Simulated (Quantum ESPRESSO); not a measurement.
Here is a Quantum ESPRESSO 7.5 calculation.

run.py

```python
import numpy as np
from ase.calculators.espresso import Espresso, EspressoProfile
from ase import Atoms

atoms = Atoms(['Y', 'Y'],
              cell=[[3.6474, 0.0, 0.0], [-1.8237, 3.1587410578, 0.0], [0.0, 0.0, 5.7306]],
              scaled_positions=[[0.6666666667, 0.3333333333, 0.75], [0.3333333333, 0.6666666667, 0.25]],
              pbc=True)

input_data = {
    'control': {'calculation': 'scf', 'prefix': 'pwscf', 'outdir': './tmp', 'tprnfor': True, 'tstress': True, 'disk_io': 'nowf'},
    'system': {'ecutwfc': 45.0, 'ecutrho': 360.0, 'nbnd': 18, 'occupations': 'smearing', 'smearing': 'fd', 'degauss': 0.00367493},
    'electrons': {'conv_thr': 4e-10, 'electron_maxstep': 120, 'mixing_beta': 0.5},
}
pseudopotentials = {'Y': 'y_pbesol_v1.4.uspp.F.UPF'}
profile = EspressoProfile(command='mpirun -n 2 pw.x -nk 2', pseudo_dir='pseudo')
dft = Espresso(profile=profile, input_data=input_data, pseudopotentials=pseudopotentials, kpts=(8, 8, 5), koffset=(0, 0, 0))
atoms.calc = dft

print(f'energy {atoms.get_potential_energy():.8f} eV')
print('forces (eV/A)')
print(np.round(atoms.get_forces(), 6))
print('stress (eV/A^3, Voigt)')
print(np.round(atoms.get_stress(), 8))
print(f'Fermi level {dft.get_fermi_level():.4f} eV')
```

Potentials or basis: GBRV 1.5 PBEsol.

Launch:

```bash
$ OMP_NUM_THREADS=1 python run.py
```

Estimate the pressure.

-2.1 GPa.

Estimate the band gap on the k mesh.

none (metal or under the smearing width).

Stress tensor (GPa, compression positive):
```
-1.91  0.00  0.00
 0.00 -1.91  0.00
 0.00  0.00 -2.38
```
